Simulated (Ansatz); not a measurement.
C4H10O can be A, `CCCCO`, or B, `CCC(C)O`.

Computed with Ansatz on PBE0-D4/def2-TZVP structures; ΔE is electronic, products minus reactants. CCSD(T)/CBS is the MP2 limit (def2-TZVPP, def2-QZVPP) plus CCSD(T) − MP2 in def2-TZVPP, frozen cores. DFT in def2-TZVPP. Each species was taken in one conformer, which may not be the lowest.

(1) Which isomer does CCSD(T)/CBS put lower? Give the gap. (Estimate.)

(2) Give E(B) − E(A) in kcal/mol with PBE0-D4, B2PLYP, BLYP-D4, CCSD(T)/def2-SVP, r2SCAN-D4, MP2/def2-TZVPP, CCSD(T)/def2-TZVPP. (An estimate is asked.)

(3) Does the order hold for the free energy at 298.15 K (harmonic terms from PBE0-D4)? (An estimate is asked.)

Largest T1 diagnostic: 0.009.

Answers

(1) Ansatz gave: B, by 4.0 kcal/mol.

(2) The calculation gave: PBE0-D4 -3.6, B2PLYP -3.5, BLYP-D4 -3.8, CCSD(T)/def2-SVP -4.1, r2SCAN-D4 -4.3, MP2/def2-TZVPP -4.1, CCSD(T)/def2-TZVPP -3.9. None reverses the order clearly.

(3) The calculation gave: Yes: G(B) − G(A) = -4.1 kcal/mol, for one conformer each.

In def2-TZVPP, CCSD(T) changes the Hartree–Fock value by −1.4 kcal/mol (the triples alone add −0.3 kcal/mol) and MP2 by −1.6 kcal/mol. Leaving LDA and LC-ωPBE aside and taking each functional with its dispersion term where it has one, the values, not all of them listed here, spread over 0.9 kcal/mol, from B97M-V to B2PLYP. LDA lies −1.6 kcal/mol from PBE without D4.
